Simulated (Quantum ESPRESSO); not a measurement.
# MoS2 (R3m) in Quantum ESPRESSO: notebook

Aim: see how the results for MoS2 move with the level of theory and the settings. Levels: LDA+U, PBEsol+U, PBE+U. Tasks: single point.

Everything below comes from runs of Quantum ESPRESSO 7.5. Logs are shortened: lines on timing, memory, paths and dates and some standing lists are left out, and cuts for length are marked.

### 1 Starting point

Symmetry: R3m, No. 160, trigonal system. Conventional cell: a = 3.163 Å, b = 3.163 Å, c = 18.370 Å, α = 90.00°, β = 90.00°, γ = 120.00°. Around Mo (site symmetry 3m) lie 6 S at 2.36 Å. S (site symmetry 3m) is surrounded by 3 Mo at 2.36 Å. S (site symmetry 3m) has 3 Mo at 2.36 Å as nearest neighbours.

Measurements of this composition are mostly on another form, of space group No. 194.

### 2 Single point, LDA+U, collinear spin, antiferromagnetic start

File pw.in:

```
&CONTROL
  calculation = 'scf'
  prefix = 'pwscf'
  outdir = './tmp'
  pseudo_dir = './pseudo'
  tprnfor = .true.
  tstress = .true.
  disk_io = 'nowf'
/
&SYSTEM
  ibrav = 0
  nat = 6
  ntyp = 4
  ecutwfc = 70
  nbnd = 39
  input_dft = 'pz'
  occupations = 'smearing'
  smearing = 'gaussian'
  degauss = 0.00367493
  nspin = 2
  starting_magnetization(1) = 0.1429
  starting_magnetization(2) = 0
  starting_magnetization(3) = -0.1429
  starting_magnetization(4) = -0
/
&ELECTRONS
  conv_thr = 2.4d-07
  electron_maxstep = 100
  mixing_beta = 0.7
  mixing_ndim = 20
/
ATOMIC_SPECIES
Mo1   95.9500 42_Mo_14_2.0_2.6_pbe_n_v1.0.upf
S1    32.0600 16_S_6_1.8_1.9_pbe_n_v1.0.upf
Mo2   95.9500 42_Mo_14_2.0_2.6_pbe_n_v1.0.upf
S2    32.0600 16_S_6_1.8_1.9_pbe_n_v1.0.upf
CELL_PARAMETERS angstrom
   0.0000000000   -1.8261587800  -12.2466564200
  -3.1629997800    0.0000000000    0.0000000000
   0.0000000000    1.8261587800   -6.1233282100
ATOMIC_POSITIONS crystal
Mo1    0.0000000000    0.0000000000    0.0000000000
S1     0.2516000000    0.0000000000    0.2516000000
S1     0.4151000000    0.0000000000    0.4151000000
Mo2    0.5000000000    0.5000000000    0.0000000000
S2     0.7516000000    0.5000000000    0.2516000000
S2     0.9151000000    0.5000000000    0.4151000000
K_POINTS automatic
2 3 4 0 0 0
HUBBARD {ortho-atomic}
U Mo1-4d 2.0
U Mo2-4d 2.0
```

Potentials or basis: SPMS 1.0 PBE.

The run is started by

```
$ OMP_NUM_THREADS=1 mpirun -n 2 pw.x -in pw.in > pw.out
```

pw.out:

```text
This program is part of the open-source Quantum ESPRESSO suite
     for quantum simulation of materials; please cite
         "P. Giannozzi et al., J. Phys.:Condens. Matter 21 395502 (2009);
         "P. Giannozzi et al., J. Phys.:Condens. Matter 29 465901 (2017);
         "P. Giannozzi et al., J. Chem. Phys. 152 154105 (2020);
     in publications or presentations arising from this work. More details at

     IMPORTANT: XC functional enforced from input :
     Exchange-correlation= PZ
                           (   1   1   0   0   0   0   0)
     Any further DFT definition will be discarded
     Please, verify this is what you really want

     Message from routine setup:
     using ibrav=0 with symmetry is DISCOURAGED, use correct ibrav instead

     Subspace diagonalization in iterative solution of the eigenvalue problem:
     a serial algorithm will be used

     --------------------
     sticks:   dense  smooth     PW     G-vecs:    dense   smooth      PW
     Min        1549    1549    455                28312    28312    4528
     Max        1550    1550    456                28313    28313    4529
     Sum        3099    3099    911                56625    56625    9057

     Using Slab Decomposition

     bravais-lattice index     =            0
     lattice parameter (alat)  =      23.3987  a.u.
     unit-cell volume          =     716.0496 (a.u.)^3
     number of atoms/cell      =            6
     number of atomic types    =            4
     number of electrons       =        52.00
     number of Kohn-Sham states=           39
     kinetic-energy cutoff     =      70.0000  Ry
     charge density cutoff     =     280.0000  Ry
     scf convergence threshold =      2.4E-07
     mixing beta               =       0.7000
     number of iterations used =           20  plain     mixing
     Exchange-correlation= PZ
                           (   1   1   0   0   0   0   0)
     Hubbard projectors: ortho-atomic
     Hubbard parameters of DFT+U (Dudarev formulation) in eV:
     U(Mo1-4d) =  2.0000
     U(Mo2-4d) =  2.0000

     Internal variables: lda_plus_u =T, lda_plus_u_kind = 0

     Internal variables: orbital_resolved =F, hub_pot_fix =F, apply_U = F

     celldm(1)=  23.398705  celldm(2)=   0.000000  celldm(3)=   0.000000
     celldm(4)=   0.000000  celldm(5)=   0.000000  celldm(6)=   0.000000

     crystal axes: (cart. coord. in units of alat)
               a(1) = (   0.000000  -0.147484  -0.989064 )
               a(2) = (  -0.255450   0.000000   0.000000 )
               a(3) = (   0.000000   0.147484  -0.494532 )

     reciprocal axes: (cart. coord. in units 2 pi/alat)
               b(1) = ( -0.000000 -2.260129 -0.674038 )
               b(2) = ( -3.914658  0.000000 -0.000000 )
               b(3) = (  0.000000  4.520257 -0.674038 )

     PseudoPot. # 1 for Mo read from file:
     42_Mo_14_2.0_2.6_pbe_n_v1.0.upf
     Pseudo is Norm-conserving + core correction, Zval = 14.0
     Generated using ONCVPSP code by D. R. Hamann
     Using radial grid of 1640 points,  6 beta functions with:
                l(1) =   0
                l(2) =   0
                l(3) =   1
                l(4) =   1
                l(5) =   2
                l(6) =   2

     PseudoPot. # 2 for S  read from file:
     16_S_6_1.8_1.9_pbe_n_v1.0.upf
     Pseudo is Norm-conserving + core correction, Zval =  6.0
     Generated using ONCVPSP code by D. R. Hamann
     Using radial grid of 1148 points,  6 beta functions with:
                l(1) =   0
                l(2) =   0
                l(3) =   1
                l(4) =   1
                l(5) =   2
                l(6) =   2

     PseudoPot. # 3 for Mo read from file:
     42_Mo_14_2.0_2.6_pbe_n_v1.0.upf
     Pseudo is Norm-conserving + core correction, Zval = 14.0
     Generated using ONCVPSP code by D. R. Hamann
     Using radial grid of 1640 points,  6 beta functions with:
                l(1) =   0
                l(2) =   0
                l(3) =   1
                l(4) =   1
                l(5) =   2
                l(6) =   2

     PseudoPot. # 4 for S  read from file:
     16_S_6_1.8_1.9_pbe_n_v1.0.upf
[... 76 lines left out ...]
       0.000  0.000  0.000  0.000  1.000
     occupation matrix ns (before diag.):
       1.000  0.000  0.000  0.000  0.000
       0.000  1.000  0.000  0.000  0.000
[... 39 lines left out ...]
     eigenvectors (columns):
       1.000  0.000  0.000  0.000  0.000
       0.000  1.000  0.000  0.000  0.000
       0.000  0.000  1.000  0.000  0.000
       0.000  0.000  0.000  1.000  0.000
       0.000  0.000  0.000  0.000  1.000
     occupation matrix ns (before diag.):
       1.000  0.000  0.000  0.000  0.000
       0.000  1.000  0.000  0.000  0.000
       0.000  0.000  1.000  0.000  0.000
       0.000  0.000  0.000  1.000  0.000
       0.000  0.000  0.000  0.000  1.000

     Number of occupied Hubbard levels =   10.0000

     Atomic wfc used for Hubbard projectors are orthogonalized

     Starting wfcs are   36 randomized atomic wfcs +    3 random wfcs

     Self-consistent Calculation

     iteration #  1     ecut=    70.00 Ry     beta= 0.70
     Davidson diagonalization with overlap
     ethr =  1.00E-02,  avg # of iterations =  5.0

     =================== HUBBARD OCCUPATIONS ===================
     ------------------------ ATOM    1 ------------------------
     Tr[ns(  1)] (up, down, total) =   2.93506  1.63772  4.57278
     Atomic magnetic moment for atom   1 =   1.29733
     SPIN  1
     eigenvalues:
       0.474  0.489  0.614  0.620  0.738
     eigenvectors (columns):
       0.002  0.000  0.551  0.000 -0.835
       0.000  1.000 -0.000  0.001  0.000
      -1.000  0.000  0.000  0.000 -0.002
       0.001 -0.000 -0.835 -0.000 -0.551
[... 174 lines left out ...]
     iteration # 13     ecut=    70.00 Ry     beta= 0.70
     Davidson diagonalization with overlap
     ethr =  7.27E-10,  avg # of iterations =  2.0

     Magnetic moment per site  (integrated on atomic sphere of radius R)
     atom   1 (R=0.079)  charge= 10.6344  magn= -0.0003
     atom   2 (R=0.079)  charge=  4.0263  magn= -0.0000
     atom   3 (R=0.079)  charge=  4.0255  magn= -0.0000
     atom   4 (R=0.079)  charge= 10.6349  magn=  0.0003
     atom   5 (R=0.079)  charge=  4.0260  magn=  0.0000
     atom   6 (R=0.079)  charge=  4.0257  magn=  0.0000

     End of self-consistent calculation

     =================== HUBBARD OCCUPATIONS ===================
     ------------------------ ATOM    1 ------------------------
     Tr[ns(  1)] (up, down, total) =   2.63422  2.63463  5.26884
     Atomic magnetic moment for atom   1 =  -0.00041
     SPIN  1
     eigenvalues:
       0.478  0.493  0.543  0.543  0.578
     eigenvectors (columns):
       0.005  0.000  0.334 -0.000  0.943
      -0.000  1.000 -0.000 -0.010 -0.000
       1.000  0.000 -0.007  0.000 -0.003
       0.005  0.000  0.943 -0.000 -0.334
      -0.000  0.010  0.000  1.000  0.000
     occupation matrix ns (before diag.):
       0.574 -0.000 -0.000 -0.011  0.000
      -0.000  0.493  0.000  0.000 -0.000
[... 39 lines left out ...]
     eigenvectors (columns):
       0.004  0.000  0.334 -0.000  0.943
      -0.000  1.000 -0.000 -0.009 -0.000
       1.000  0.000 -0.007  0.000 -0.002
       0.005 -0.000  0.943 -0.000 -0.334
      -0.000  0.009  0.000  1.000  0.000
     occupation matrix ns (before diag.):
       0.574 -0.000 -0.000 -0.011  0.000
      -0.000  0.493  0.000  0.000 -0.000
      -0.000  0.000  0.478 -0.000  0.000
      -0.011  0.000 -0.000  0.547 -0.000
       0.000 -0.000  0.000 -0.000  0.543

     Number of occupied Hubbard levels =   10.5377

 ------ SPIN UP ------------

          k = 0.0000 0.0000-0.0000 (  7037 PWs)   bands (ev):

   -50.1797 -50.1362 -24.6256 -24.4366 -24.3470 -24.2326 -24.1953 -24.1336
    -4.1521  -2.2753  -2.0385  -1.8637   3.8870   4.3168   5.2833   6.1691
     6.9280   7.3164   7.3253   8.2878   8.6010   8.6057   9.1400   9.6946
     9.9216   9.9502  12.5555  13.1584  13.1651  13.1699  13.6761  13.6779
    14.1465  15.2486  16.3816  16.9507  18.1154  19.0677  19.2340
[... 51 lines left out ...]
   -50.1797 -50.1362 -24.6256 -24.4366 -24.3470 -24.2326 -24.1953 -24.1336
    -4.0539  -2.4664  -2.0841  -1.8102   4.2496   4.2992   5.3672   6.0176
     6.8944   7.3104   7.3192   8.5301   8.5629   8.6134   8.6181   9.2206
     9.6289  10.8931  12.5778  13.1177  13.2039  13.2086  13.6171  13.6188
    14.3720  15.0333  16.3584  16.4166  18.1053  19.2258  19.2913

          k = 0.0000-1.1301 0.6740 (  7058 PWs)   bands (ev):

   -50.1580 -50.1574 -24.4147 -24.4141 -24.3921 -24.3917 -24.1838 -24.1831
    -3.1315  -3.1315  -2.2322  -2.2321   5.0316   5.0319   6.1650   6.1651
     6.5899   6.5899   7.5858   7.5859   8.2431   8.2434   8.9718   8.9720
     9.6075   9.6078  12.8699  12.8702  12.8762  12.8766  13.5338  13.5341
    14.3590  14.3592  18.6567  18.6568  19.2150  19.2151  19.8487
[... 19 lines left out ...]
   -50.1418 -50.1413 -24.5235 -24.5234 -24.3586 -24.3582 -24.2711 -24.2710
    -2.3531  -2.3530  -1.9517  -1.9516   4.6421   4.6422   5.5446   5.5446
     6.4171   6.4172   6.9774   6.9776   8.4462   8.4463   8.6294   8.6295
     9.4740   9.4745  12.5963  12.5970  13.0301  13.0303  13.9851  13.9853
    14.9965  14.9967  17.9804  17.9804  18.3066  18.3067  19.7169

 ------ SPIN DOWN ----------

          k = 0.0000 0.0000-0.0000 (  7037 PWs)   bands (ev):

   -50.1797 -50.1362 -24.6256 -24.4366 -24.3470 -24.2326 -24.1953 -24.1336
    -4.1521  -2.2753  -2.0385  -1.8637   3.8870   4.3168   5.2833   6.1691
     6.9280   7.3164   7.3253   8.2878   8.6010   8.6057   9.1400   9.6946
     9.9216   9.9502  12.5555  13.1584  13.1651  13.1699  13.6761  13.6779
    14.1465  15.2486  16.3816  16.9507  18.1154  19.0497  19.0678
[... 51 lines left out ...]
   -50.1797 -50.1362 -24.6256 -24.4366 -24.3470 -24.2326 -24.1953 -24.1336
    -4.0539  -2.4664  -2.0841  -1.8102   4.2496   4.2992   5.3672   6.0176
     6.8944   7.3104   7.3192   8.5301   8.5629   8.6134   8.6181   9.2206
     9.6289  10.8931  12.5778  13.1177  13.2039  13.2086  13.6171  13.6188
    14.3720  15.0333  16.3584  16.4166  18.1053  19.2258  19.2913

          k = 0.0000-1.1301 0.6740 (  7058 PWs)   bands (ev):

   -50.1578 -50.1576 -24.4146 -24.4142 -24.3920 -24.3918 -24.1837 -24.1832
    -3.1316  -3.1314  -2.2322  -2.2321   5.0316   5.0319   6.1649   6.1652
     6.5899   6.5900   7.5857   7.5860   8.2431   8.2434   8.9719   8.9720
     9.6075   9.6078  12.8700  12.8702  12.8762  12.8766  13.5338  13.5340
    14.3590  14.3592  18.6567  18.6568  19.2150  19.2151  19.8487
[... 19 lines left out ...]
   -50.1416 -50.1414 -24.5235 -24.5233 -24.3585 -24.3583 -24.2711 -24.2710
    -2.3531  -2.3530  -1.9518  -1.9516   4.6421   4.6421   5.5446   5.5447
     6.4171   6.4172   6.9775   6.9776   8.4462   8.4464   8.6294   8.6295
     9.4741   9.4744  12.5963  12.5970  13.0301  13.0303  13.9850  13.9853
    14.9965  14.9967  17.9804  17.9804  18.3066  18.3067  19.7169

     the Fermi energy is    11.5119 ev

!    total energy              =    -367.87409675 Ry
     estimated scf accuracy    <       0.00000003 Ry
     smearing contrib. (-TS)   =      -0.00000000 Ry
     internal energy E=F+TS    =    -367.87409675 Ry

     The total energy is F=E-TS. E is the sum of the following terms:
     one-electron contribution =    -179.63549006 Ry
     hartree contribution      =     112.03417345 Ry
     xc contribution           =     -65.58013105 Ry
     ewald contribution        =    -235.05711622 Ry
     Hubbard energy            =       0.36446713 Ry

     total magnetization       =    -0.00 Bohr mag/cell
     absolute magnetization    =     0.00 Bohr mag/cell

     convergence has been achieved in  13 iterations

     Forces acting on atoms (cartesian axes, Ry/au):

     atom    1 type  1   force =     0.00000000    0.00578267   -0.00002212
     atom    2 type  2   force =     0.00000000   -0.00337479    0.03797643
     atom    3 type  2   force =     0.00000000   -0.00241113   -0.03796229
     atom    4 type  3   force =     0.00000000    0.00576486   -0.00001274
     atom    5 type  4   force =     0.00000000   -0.00335983    0.03798142
     atom    6 type  4   force =     0.00000000   -0.00240178   -0.03796070

     Total force =     0.076602     Total SCF correction =     0.000314

     Computing stress (Cartesian axis) and pressure

          total   stress  (Ry/bohr**3)                   (kbar)     P=       29.46
   0.00006569   0.00000000   0.00000000            9.66        0.00        0.00
   0.00000000  -0.00000589   0.00000830            0.00       -0.87        1.22
   0.00000000   0.00000830   0.00054096            0.00        1.22       79.58

=------------------------------------------------------------------------------=
   JOB DONE.
=------------------------------------------------------------------------------=
```

Wall time 2 min (2 MPI ranks of Arm Neoverse V2, shared host); peak memory 0.36 GiB.

Results:

| Item | Value |
| --- | --- |
| Free energy | -5005.1821 eV |
| Pressure | 2.9 GPa |
| Largest force | 0.980 eV/Å |
| Band gap on the k mesh | 0.59 eV |
| Net moment | 0.00 μB per cell |
| Absolute moment | 0.00 μB per cell |
| Valence electrons inside the program's atomic spheres | Mo 10.63; S 4.03 |

Forces on the atoms (eV/Å):
```
Mo   0.000  0.149 -0.001
S    0.000 -0.087  0.976
S    0.000 -0.062 -0.976
Mo   0.000  0.148  0.000
S    0.000 -0.086  0.977
S    0.000 -0.062 -0.976
```

Stress tensor (GPa, compression positive):
```
 0.97  0.00  0.00
 0.00 -0.09  0.12
 0.00  0.12  7.96
```

Eigenvalues of the final occupation matrices:
| site | spin | trace | eigenvalues |
| --- | --- | --- | --- |
| Mo1 1 4d | 1 | 2.63 | 0.48 0.49 0.54 0.54 0.58 |
| Mo1 1 4d | 2 | 2.63 | 0.48 0.49 0.54 0.54 0.58 |
| Mo2 4 4d | 1 | 2.63 | 0.48 0.49 0.54 0.54 0.58 |
| Mo2 4 4d | 2 | 2.63 | 0.48 0.49 0.54 0.54 0.58 |

Caveat: the k mesh is coarse (spacing up to 0.66 Å⁻¹), so the values aren't converged; the potentials were made for another functional, which shifts forces and pressure; an odd mesh through Γ misses points on the zone boundary, where band edges often lie.

(Continued in part 2 of 2.)
